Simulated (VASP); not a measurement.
# BN (F-43m) in VASP: a series of runs, part 2 of 3

VASP 6.6.1. The steps go on from the part before.

### Step 3. G0W0 quasiparticle levels, PBE

POSCAR

```
BN
1.0
    0.0000000000      1.8130010000      1.8130010000
    1.8130010000      0.0000000000      1.8130010000
    1.8130010000      1.8130010000      0.0000000000
N B
1 1
Direct
    0.2500000000      0.2500000000      0.2500000000
    0.0000000000      0.0000000000      0.0000000000
```

INCAR.step1

```
  PREC = Accurate
  ENCUT = 450
  EDIFF = 1E-8
  ISMEAR = 0
  SIGMA = 0.01
  LREAL = False
  LASPH = True
  NELM = 100
  ALGO = Normal
  LWAVE = True
  LCHARG = False
  GGA = PE
```

INCAR.step2

```
  PREC = Accurate
  ENCUT = 450
  EDIFF = 1E-8
  ISMEAR = 0
  SIGMA = 0.01
  LREAL = False
  LASPH = True
  NELM = 1
  ALGO = Exact
  LWAVE = True
  LCHARG = False
  GGA = PE
  NBANDS = 75
  LOPTICS = True
  ISTART = 1
```

INCAR.step3

```
  PREC = Accurate
  ENCUT = 450
  EDIFF = 1E-8
  ISMEAR = 0
  SIGMA = 0.01
  LREAL = False
  LASPH = True
  ALGO = EVGW0
  LWAVE = False
  LCHARG = False
  GGA = PE
  NELMGW = 1
  NBANDS = 75
  ENCUTGW = 260
  NOMEGA = 48
  PRECFOCK = Fast
  ISTART = 1
  NBANDSGW = 12
```

KPOINTS

```
Automatic mesh
0
Gamma
  5 5 5
```

Potentials or basis: VASP PAW PBE potentials, release 64 (N_GW, B_GW).

Launch:

```console
$ cat potpaw_PBE.64/N_GW/POTCAR potpaw_PBE.64/B_GW/POTCAR > POTCAR
$ cp INCAR.step1 INCAR
$ mpirun -np 1 vasp_std > vasp.out
$ cp INCAR.step2 INCAR
$ mpirun -np 1 vasp_std > vasp.out
$ cp INCAR.step3 INCAR
$ mpirun -np 1 vasp_std > vasp.out
```

OUTCAR:

```text
PREC = Accurate
   ENCUT = 450
   EDIFF = 1E-8
   ISMEAR = 0
   LREAL = False
   LASPH = True
   GGA = PE
   NELMGW = 1
   ENCUTGW = 260
   PRECFOCK = Fast
   ISTART = 1

 Found     10 irreducible k-points:

 Following reciprocal coordinates:
            Coordinates               Weight
  0.000000  0.000000  0.000000      1.000000
  0.200000  0.000000  0.000000      8.000000
  0.400000  0.000000  0.000000      8.000000
  0.200000  0.200000  0.000000      6.000000
  0.400000  0.200000  0.000000     24.000000
 -0.400000  0.200000  0.000000     24.000000
   k-points           NKPTS =     10   k-points in BZ     NKDIM =    125   number of bands    NBANDS=     75
   number of dos      NEDOS =    301   number of ions     NIONS =      2
   total plane-waves  NPLWV =   5832
   dimension x,y,z NGX =    18 NGY =   18 NGZ =   18
   dimension x,y,z NGXF=    36 NGYF=   36 NGZF=   36
   ions per type =               1   1
   NGX,Y,Z   is equivalent  to a cutoff of  11.67, 11.67, 11.67 a.u.
   NGXF,Y,Z  is equivalent  to a cutoff of  23.34, 23.34, 23.34 a.u.
 SYSTEM =  unknown system
   PREC   = accura    normal or accurate (medium, high low for compatibility)
   ISTART =      1    job   : 0-new  1-cont  2-samecut
   ICHARG =      0    charge: 1-file 2-atom 10-const
   ISPIN  =      1    spin polarized calculation?
   LNONCOLLINEAR =      F non collinear calculations
   LSORBIT =      F    spin-orbit coupling
   LASPH  =      T    aspherical Exc in radial PAW
   ENCUT  =  450.0 eV  33.07 Ry    5.75 a.u.   4.43  4.43  4.43*2*pi/ulx,y,z
   NELM   =     60;   NELMIN=  2; NELMDL=  0     # of ELM steps
   EDIFF  = 0.1E-07   stopping-criterion for ELM
   LREAL  =      F    real-space projection
   EDIFFG = 0.1E-06   stopping-criterion for IOM
   NSW    =      0    number of steps for IOM
   IBRION =     -1    ionic relax: 0-MD 1-quasi-New 2-CG
   NFREE  =      0    steps in history (QN), initial steepest desc. (CG)
[... 17 lines left out ...]
  Thomas-Fermi vector in A             =   2.552911
   LORBIT       =      0    0 simple, 1 ext, 2 COOP (PROOUT), +10 PAW based schemes
   GGA     = PE    functional components
   LHFCALC =     T    Hartree Fock is set to
   PRECFOCK=fast      Normal, Fast or Accurate (Low or Medium for compatibility)
   ENCUT4O =  -1.0   cutoff for four orbital integrals eV
   NKREDX  =     1    reduce k-point grid by
   NKREDY  =     1    reduce k-point grid by
   NKREDZ  =     1    reduce k-point grid by
   AEXX    =    1.0000 exact exchange contribution
   HFSCREEN=    0.0000 screening length (either q_TF or 0.3 A-1)
   HFSCREENC=   0.0000 screening length for correlation (either q_TF or 0.3 A-1)
   ENCUTFOCK=  -1.0 apply spherical cutoff to Coloumb kernel
   IVDW    =     0    specifies the selected vdW correction
   LEPSILON=     F    determine dielectric tensor
   LRPA    =     F    only Hartree local field effects (RPA)
   LRPAFORCE           =     F    calculate RPA forces
   ENCUTGW             = 260.0    cutoff for response function in eV
   ENCUTGWSOFT         = 208.0    soft cutoff for Coulomb kernel in GW response function in eV
   ENCUTLF             =  -1.0    cutoff for local field effects
   NELMGW              =     1    number of iterations in solving QP/BSE equation
   NELMHF              =     1    number of iterations in the inner HF iteration
   NKREDLFX            =     1    NKREDLFY  =   1   NKREDLFZ  =   1
 non-spin polarized calculation
 Gauss-broadening in eV      SIGMA  =   0.01
  energy-cutoff  :      450.00
  volume of cell :       11.92
 maximum number of plane-waves:       271
 NGX is ok and might be reduce to    18
  NGX = 12; NGY = 12; NGZ = 12
   NGX =  9   NGY =  9   NGZ =  9
 maximum number of plane-waves:       122

 QP shifts <psi_nk| G(iteration)W_0 |psi_nk>: iteration 1
 for sc-GW calculations column KS-energies equals QP-energies in previous step
 and V_xc(KS)=  KS-energies - (<T + V_ion + V_H > + <T+V_H+V_ion>^1  + <V_x>^1)

 k-point   1 :       0.0000    0.0000    0.0000
  band No.  KS-energies  QP-energies   sigma(KS)   V_xc(KS)     V^pw_x(r,r')   Z            occupation Imag(sigma)

      1     -12.7746     -14.9356     -18.2254     -15.4665     -26.4500       0.7833       2.0000       1.4927
      2       7.3611       6.3736     -19.4586     -18.2565     -21.9136       0.8215       2.0000       0.0909
      3       7.3611       6.3736     -19.4586     -18.2565     -21.9136       0.8215       2.0000       0.0909
      4       7.3611       6.3736     -19.4586     -18.2565     -21.9136       0.8215       2.0000       0.0909
      5      16.1293      17.3853     -12.2357     -13.7507      -6.9425       0.8291       0.0000      -0.1139
      6      16.1293      17.3853     -12.2357     -13.7507      -6.9425       0.8291       0.0000      -0.1139
      7      16.1293      17.3853     -12.2357     -13.7507      -6.9425       0.8291       0.0000      -0.1139
      8      17.5523      18.5713     -14.1586     -15.4132      -8.3628       0.8122       0.0000      -0.1397
      9      31.9279      32.3485     -10.8670     -11.3986      -3.2929       0.7911       0.0000      -0.6023
     10      35.0219      36.1235     -11.9543     -13.2705      -5.4154       0.8370       0.0000      -0.5900
     11      35.0219      36.1235     -11.9543     -13.2705      -5.4154       0.8370       0.0000      -0.5900
     12      35.6198      36.2212     -10.3146     -11.0391      -3.0244       0.8302       0.0000      -0.9088
[... 68 lines left out ...]
      1      -8.0936      -9.8886     -19.3426     -16.9695     -26.6763       0.7564       2.0000       0.8471
      2      -2.2750      -3.9791     -16.9191     -14.7216     -21.5680       0.7755       2.0000       0.2440
      3       2.5282       1.0839     -18.0444     -16.2483     -21.4881       0.8041       2.0000       0.1312
      4       4.6079       3.3725     -18.5184     -16.9986     -21.5034       0.8128       2.0000       0.1078
      5      16.2663      17.2375     -12.1513     -13.3170      -6.9123       0.8331       0.0000      -0.1172
      6      20.0713      21.5183     -12.8909     -14.6794      -6.7378       0.8090       0.0000      -0.1613
      7      20.1106      21.3355     -13.7535     -15.2728      -7.6617       0.8062       0.0000      -0.1612
      8      22.9530      24.4912     -14.2184     -16.1844      -7.2464       0.7824       0.0000      -0.2353
      9      27.5762      28.5919     -11.6547     -12.9293      -4.6816       0.7969       0.0000      -0.3325
     10      32.2627      33.2105     -11.5439     -12.6977      -4.6967       0.8215       0.0000      -0.5591
     11      33.9108      35.1776     -12.3928     -13.9928      -4.1293       0.7917       0.0000      -0.8909
     12      38.2460      39.0044     -10.8345     -11.7477      -3.4303       0.8304       0.0000      -1.0354

 [... further k-points ...]
```

It took 26 s on 1 thread of Intel Xeon Platinum 8488C (Sapphire Rapids), shared host; peak memory 0.19 GiB.

The run converged, but some of its settings lie outside the range that counts as converged, so its numbers aren't taken as properties of the crystal.

Results:

```
Band gap on the k mesh, mean-field level : 4.92 eV, indirect (least direct gap 8.77 eV)
Quasiparticle gap                        : 6.60 eV
Least direct quasiparticle gap           : 11.01 eV
```

Caveat: the k mesh is coarse (spacing up to 0.60 Å⁻¹), so the values aren't converged; bands, screening cutoff and mesh are small and nothing is extrapolated, so the quasiparticle values aren't converged; an odd mesh through Γ misses points on the zone boundary, where band edges often lie.

### Step 4. G0W0 quasiparticle levels, PBE

POSCAR is that of step 3.

INCAR.step1 is that of step 3.

Changes to INCAR.step2 since step 3:

```diff
@@ -12,3 +12,3 @@
   GGA = PE
-  NBANDS = 75
+  NBANDS = 18
   LOPTICS = True
```

Changes to INCAR.step3 since step 3:

```diff
@@ -12,4 +12,4 @@
   NELMGW = 1
-  NBANDS = 75
-  ENCUTGW = 260
+  NBANDS = 18
+  ENCUTGW = 50
   NOMEGA = 48
```

KPOINTS

```
Automatic mesh
0
Gamma
  3 3 3
```

Potentials or basis: VASP PAW PBE potentials, release 64 (N_GW, B_GW).

Launch:

```console
$ cat potpaw_PBE.64/N_GW/POTCAR potpaw_PBE.64/B_GW/POTCAR > POTCAR
$ cp INCAR.step1 INCAR
$ mpirun -np 1 vasp_std > vasp.out
$ cp INCAR.step2 INCAR
$ mpirun -np 1 vasp_std > vasp.out
$ cp INCAR.step3 INCAR
$ mpirun -np 1 vasp_std > vasp.out
```

OUTCAR:

```text
PREC = Accurate
   ENCUT = 450
   EDIFF = 1E-8
   ISMEAR = 0
   LREAL = False
   LASPH = True
   GGA = PE
   NELMGW = 1
   ENCUTGW = 50
   PRECFOCK = Fast
   ISTART = 1

 Found      4 irreducible k-points:

 Following reciprocal coordinates:
            Coordinates               Weight
  0.000000  0.000000  0.000000      1.000000
  0.333333  0.000000  0.000000      8.000000
  0.333333  0.333333  0.000000      6.000000
 -0.333333  0.333333  0.000000     12.000000
   k-points           NKPTS =      4   k-points in BZ     NKDIM =     27   number of bands    NBANDS=     18
   number of dos      NEDOS =    301   number of ions     NIONS =      2
   total plane-waves  NPLWV =   5832
   dimension x,y,z NGX =    18 NGY =   18 NGZ =   18
   dimension x,y,z NGXF=    36 NGYF=   36 NGZF=   36
   ions per type =               1   1
   NGX,Y,Z   is equivalent  to a cutoff of  11.67, 11.67, 11.67 a.u.
   NGXF,Y,Z  is equivalent  to a cutoff of  23.34, 23.34, 23.34 a.u.
 SYSTEM =  unknown system
[... 55 lines left out ...]
 non-spin polarized calculation
 Gauss-broadening in eV      SIGMA  =   0.01
  energy-cutoff  :      450.00
  volume of cell :       11.92
 maximum number of plane-waves:       259
 NGX is ok and might be reduce to    18
  NGX = 12; NGY = 12; NGZ = 12
   NGX =  9   NGY =  9   NGZ =  9
 maximum number of plane-waves:        15
 NGX is ok and might be reduce to    10

 QP shifts <psi_nk| G(iteration)W_0 |psi_nk>: iteration 1
 for sc-GW calculations column KS-energies equals QP-energies in previous step
 and V_xc(KS)=  KS-energies - (<T + V_ion + V_H > + <T+V_H+V_ion>^1  + <V_x>^1)

 k-point   1 :       0.0000    0.0000    0.0000
  band No.  KS-energies  QP-energies   sigma(KS)   V_xc(KS)     V^pw_x(r,r')   Z            occupation Imag(sigma)

      1     -12.7045     -14.2854     -17.4505     -15.4437     -26.3915       0.7878       2.0000       1.4759
      2       7.4800       7.4505     -18.2943     -18.2590     -22.3910       0.8335       2.0000       0.1241
      3       7.4800       7.4505     -18.2943     -18.2590     -22.3910       0.8335       2.0000       0.1241
      4       7.4800       7.4505     -18.2943     -18.2590     -22.3910       0.8335       2.0000       0.1241
      5      16.1541      18.0506     -11.4680     -13.7408      -6.6858       0.8344       0.0000      -0.1292
      6      16.1541      18.0506     -11.4680     -13.7408      -6.6858       0.8344       0.0000      -0.1292
      7      16.1541      18.0506     -11.4680     -13.7408      -6.6858       0.8344       0.0000      -0.1292
      8      17.6446      19.1713     -13.5304     -15.3925      -8.0853       0.8198       0.0000      -0.1622
      9      31.9542      33.1397      -9.8914     -11.3463      -3.2201       0.8148       0.0000      -0.6407
     10      35.0433      36.9976     -10.8971     -13.2558      -5.3479       0.8286       0.0000      -0.5521
     11      35.0433      36.9976     -10.8971     -13.2558      -5.3479       0.8286       0.0000      -0.5521
     12      35.6373      37.0205      -9.3073     -10.9827      -2.9663       0.8256       0.0000      -0.8179
[... 36 lines left out ...]
      1      -7.3843      -8.7769     -19.0394     -17.2314     -26.7577       0.7703       2.0000       0.7260
      2      -0.9236      -1.8248     -16.1280     -14.9926     -21.3312       0.7937       2.0000       0.2436
      3       0.1065      -0.7297     -16.4396     -15.3973     -21.5376       0.8023       2.0000       0.2156
      4       3.9902       3.5804     -17.2152     -16.7145     -21.7092       0.8185       2.0000       0.1523
      5      15.2084      16.5136     -11.5281     -13.0861      -6.8133       0.8378       0.0000      -0.1253
      6      21.7399      23.9416     -13.2686     -15.9843      -7.8310       0.8107       0.0000      -0.2035
      7      21.9107      24.3534     -12.3236     -15.3419      -6.6763       0.8093       0.0000      -0.2165
      8      23.3440      25.7370     -12.5292     -15.5300      -6.4707       0.7974       0.0000      -0.2686
      9      25.4984      27.2380     -11.2348     -13.3611      -5.6086       0.8181       0.0000      -0.2569
     10      32.3255      33.9861     -10.3632     -12.3564      -4.7162       0.8331       0.0000      -0.4903
     11      34.0402      36.4717     -11.1497     -14.2195      -4.1780       0.7921       0.0000      -0.7592
     12      42.0541      43.8932      -9.3717     -11.5505      -2.9540       0.8441       0.0000      -1.2487
```

OUTCAR.step1:

```text
PREC = Accurate
   ENCUT = 450
   EDIFF = 1E-8
   ISMEAR = 0
   LREAL = False
[... 152 lines left out ...]
      0.90650      0.90650      0.90650        -0.000000     -0.000000      0.000000
      0.00000      0.00000      0.00000         0.000000      0.000000     -0.000000
 -----------------------------------------------------------------------------------
    total drift:                                0.000001      0.000001      0.000001

  FREE ENERGIE OF THE ION-ELECTRON SYSTEM (eV)
  ---------------------------------------------------
  free  energy   TOTEN  =       -17.0724773974 eV

  energy  without entropy=      -17.0724773974  energy(sigma->0) =      -17.07247740
```

Run time: 4.4 s. Hardware: 1 thread of Intel Xeon Platinum 8488C (Sapphire Rapids), shared host; peak memory 0.11 GiB.

These settings aren't checked as converged: the numbers below hold their error.

Results:

| Item | Value |
| --- | --- |
| Band gap on the k mesh, mean-field level | 5.58 eV, indirect (least direct gap 8.67 eV) |
| Quasiparticle gap | 6.77 eV |
| Least direct quasiparticle gap | 10.60 eV |

Caveat: the k mesh is coarse (spacing up to 1.00 Å⁻¹), so the values aren't converged; bands, screening cutoff and mesh are small and nothing is extrapolated, so the quasiparticle values aren't converged; an odd mesh through Γ misses points on the zone boundary, where band edges often lie.

[end of part 2 of 3]
